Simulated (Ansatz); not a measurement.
## Al: comparing deformations

These are results of DFT PBE+D3(BJ), scalar-relativistic, plane waves, PAW in Ansatz, not measurements. Cutoff 420 eV, Γ-centred 26×26×26 k-points, Gaussian smearing of 0.15 eV. No spin polarisation. Energies are free energies at this smearing, counted from the undisturbed cell; pressure is positive in compression.

The undisturbed cell (relaxed at this level):

```yaml
crystal:
  lattice:
    - [0.00000, 1.99136, 1.99136]
    - [1.99136, 0.00000, 1.99136]
    - [1.99136, 1.99136, 0.00000]
  atoms:
    - { symbol: Al, position: [0.00000, 0.00000, 0.00000] }
```

The cell is strained by ε times a Voigt pattern (xx, yy, zz, yz, xz, xy; engineering shear) with fractional coordinates fixed. τ = (1/V0) dE/dε comes from the stress tensor. Of each scan, only the three points used here are listed.

```csv
pattern,ε,τ (GPa)
"(0, 0, 1, 0, 0, 0)",-0.0250,-3.78
"(0, 0, 1, 0, 0, 0)",0.0000,-0.02
"(0, 0, 1, 0, 0, 0)",0.0250,3.16
"(0, 0, 0, 0, 0, 1)",-0.0100,-0.52
"(0, 0, 0, 0, 0, 1)",0.0000,0.00
"(0, 0, 0, 0, 0, 1)",0.0050,0.26
```

Question: Which constants do the scans give, and which deformation costs least for the same size of strain tensor?

Answer: The slope dτ/dε at zero (parabola through three points) is pᵀCp: (0, 0, 1, 0, 0, 0) gives C11 = 139 GPa; (0, 0, 0, 0, 0, 1) gives C44 = 52 GPa. The size of the strain tensor, ε:ε, is ε² times 1.0, 0.5. Per unit of it the stiffnesses are 139, 104 GPa, so (0, 0, 0, 0, 0, 1) is the softest of these: at ε:ε = (1 %)² the quadratic term costs 0.51 meV/atom against 0.68 for the stiffest. These are clamped-ion values.

In a metal these slopes depend on the k mesh and the smearing.